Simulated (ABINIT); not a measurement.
HgTe (Coloradoite):

```
CELL_PARAMETERS angstrom
0.00000 3.21450 3.21450
3.21450 0.00000 3.21450
3.21450 3.21450 0.00000
ATOMIC_POSITIONS crystal
Hg 0.00000 0.00000 0.00000
Te 0.75000 0.75000 0.75000
```

Base run:

```yaml
Program: ABINIT 10.8.3 (patched build)
Functional: r2SCAN
Potentials_or_basis: PseudoDojo NC SR PBE v0.4.1 standard
Cutoff: 1306 eV
k_mesh: 7 × 7 × 7
Occupations: fermi-dirac, width 0.05 eV
Spin: no spin polarisation
```

Its results: band gap on the k mesh none (metal or under the smearing width); pressure 2.8 GPa.

**Question.** The run is repeated on the same cell with these changes: potentials or basis from PseudoDojo NC SR PBE v0.4.1 standard to JTH PAW PBE v2.0; cutoff from 1306 eV to 626 eV; valence electrons from 36 to 18. What comes out?

**Answer.** Band gap on the k mesh none (metal or under the smearing width); pressure 3.4 GPa.

Caveats: a meta-GGA on potentials with a model core is unreliable (some runs); the potentials were made for another functional, which shifts forces and pressure (some runs); the PAW data sets were made with another functional, which shifts forces and pressure a little (some runs).
